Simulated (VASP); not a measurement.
A run of VASP 6.6.1 is set up as follows.

Contents of POSCAR:

```
AlN
1.0
    3.1130000000      0.0000000000      0.0000000000
   -1.5565000000      2.6959370820      0.0000000000
    0.0000000000      0.0000000000      4.9810000000
Al N
2 2
Direct
    0.6666666667      0.3333333333      0.5000000000
    0.3333333333      0.6666666667      0.0000000000
    0.6666666667      0.3333333333      0.8800000000
    0.3333333333      0.6666666667      0.3800000000
```

File INCAR.step1:

```
SYSTEM = AlN
  PREC = Accurate
  ENCUT = 500
  EDIFF = 1E-8
  ISMEAR = 0
  SIGMA = 0.01
  LREAL = .FALSE.
  LASPH = .TRUE.
  NELM = 100
  ALGO = Fast
  LWAVE = .TRUE.
  LCHARG = .FALSE.
  GGA = PE
```

INCAR.step2

```
SYSTEM = AlN
  PREC = Accurate
  ENCUT = 500
  EDIFF = 1E-8
  ISMEAR = 0
  SIGMA = 0.01
  LREAL = .FALSE.
  LASPH = .TRUE.
  NELM = 1
  ALGO = Exact
  LWAVE = .TRUE.
  LCHARG = .FALSE.
  GGA = PE
  NBANDS = 266
  LOPTICS = .TRUE.
  ISTART = 1
```

Contents of INCAR.step3:

```
SYSTEM = AlN
  PREC = Accurate
  ENCUT = 500
  EDIFF = 1E-8
  ISMEAR = 0
  SIGMA = 0.01
  LREAL = .FALSE.
  LASPH = .TRUE.
  ALGO = EVGW0
  LWAVE = .FALSE.
  LCHARG = .FALSE.
  GGA = PE
  NELMGW = 1
  NBANDS = 266
  ENCUTGW = 150
  NOMEGA = 48
  PRECFOCK = Fast
  ISTART = 1
  NBANDSGW = 16
```

The input KPOINTS:

```
Automatic mesh
0
G
  5 5 3
  0 0 0
```

Potentials or basis: VASP PAW PBE potentials, release 64 (Al_GW, N_GW).

Command:

```bash
$ cat potpaw_PBE.64/Al_GW/POTCAR potpaw_PBE.64/N_GW/POTCAR > POTCAR
$ cp INCAR.step1 INCAR
$ mpirun -np 1 vasp_std > vasp.out
$ cp INCAR.step2 INCAR
$ mpirun -np 1 vasp_std > vasp.out
$ cp INCAR.step3 INCAR
$ mpirun -np 1 vasp_std > vasp.out
```

**Question.** Predict the quasiparticle gap.

**Answer.** 5.84 eV.

**Question.** What does it give for the least direct quasiparticle gap?

**Answer.** 5.84 eV.

**Question.** Predict the band gap on the k mesh, mean-field level.

**Answer.** 4.22 eV, direct.

Caveat: the k mesh is coarse (spacing up to 0.47 Å⁻¹), so the values aren't converged; bands, screening cutoff and mesh are small and nothing is extrapolated, so the quasiparticle values aren't converged.
